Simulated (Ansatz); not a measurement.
# TlBr: pressure up to the limit of the methods

One table from this session's results is given with a row withheld; the runs are named, their logs left out.

Method: DFT, PBE, PAW with Ansatz's default frozen-core files, scalar-relativistic, in Ansatz 0.2.0.

2 further runs of the same task are left out: 1 for a known fault of the program, 1 that didn't finish.

## The system as given

The structure is cubic, space group Pm-3m (No. 221). The conventional cell has a = 3.284 Å, b = 3.284 Å, c = 3.284 Å, α = 90.00°, β = 90.00°, γ = 90.00°. Tl (site symmetry m-3m) has 8 Br at 2.84 Å as nearest neighbours. Br (site symmetry m-3m) has 8 Tl at 2.84 Å as nearest neighbours.

Structure file:

```cif
data_structure
_symmetry_space_group_name_H-M 'P 1'
_symmetry_Int_Tables_number 1
_cell_length_a 3.2840
_cell_length_b 3.2840
_cell_length_c 3.2840
_cell_angle_alpha 90.000
_cell_angle_beta 90.000
_cell_angle_gamma 90.000
_cell_volume 35.42
loop_
_atom_site_label
_atom_site_type_symbol
_atom_site_fract_x
_atom_site_fract_y
_atom_site_fract_z
_atom_site_occupancy
Tl1 Tl 0.00000 0.00000 0.00000 1
Br1 Br 0.50000 0.50000 0.50000 1
```

Whether this phase is the stable one at these pressures isn't tested.

Atoms are numbered in the order of the input: Tl1, Br2.

The first run:

The input, input.yaml:

```yaml
crystal:
  lattice:
    - [3.2840044227, 0.0, 0.0]
    - [0.0, 3.2840044227, 0.0]
    - [0.0, 0.0, 3.2840044227]
  atoms:
    - { symbol: Tl, position: [0.0, 0.0, 0.0] }
    - { symbol: Br, position: [0.5, 0.5, 0.5] }
kpoints:
  mp_grid: { grid: [12, 12, 12] }
scf:
  occupations: { method: fermi_dirac, width: 0.08 }
hamiltonian:
  xc: pbe
  pseudopotentials: { kind: paw }
output:
  forces: true
  stress: true
relax:
  f_tol: 0.005
  max_steps: 40
  cell: {}
```

Command:

```
$ ansatz run input.yaml --threads 1 --pin off --max-ram 2048MiB --backend cpu --events-out ev --progress --plain --runs-dir out
```

Among the steps run: Cell relaxed at zero pressure, PAW; Volume scaled by 1, PAW; Volume scaled by 0.9, PAW; Volume scaled by 0.8, PAW; Volume scaled by 0.7, PAW; Volume scaled by 0.6, PAW; Volume scaled by 0.5, PAW; Volume scaled by 0.4, PAW; Volume scaled by 0.4, PAW (cutoff 800 eV).

One of the session's tables, all rows but one given; the rest of the session is left out.

```
             method  volume over the first  volume (Å³/atom)  pressure (GPa)
                PAW                      1            33.260            0.01
                PAW                    0.9                 ?               ?
                PAW                    0.8            26.608            7.82
                PAW                    0.7            23.282           17.57
                PAW                    0.6            19.956           36.65
                PAW                    0.5            16.630           76.46
                PAW                    0.4            13.304          174.69
PAW (cutoff 800 eV)                    0.4            13.304          174.63
```

Estimate the missing values for PAW, 0.9.

The run gave: volume (Å³/atom): 29.934; pressure (GPa): 2.74. In the column «volume (Å³/atom)» it lies between PAW, 0.8 (26.608) and PAW, 1 (33.260).
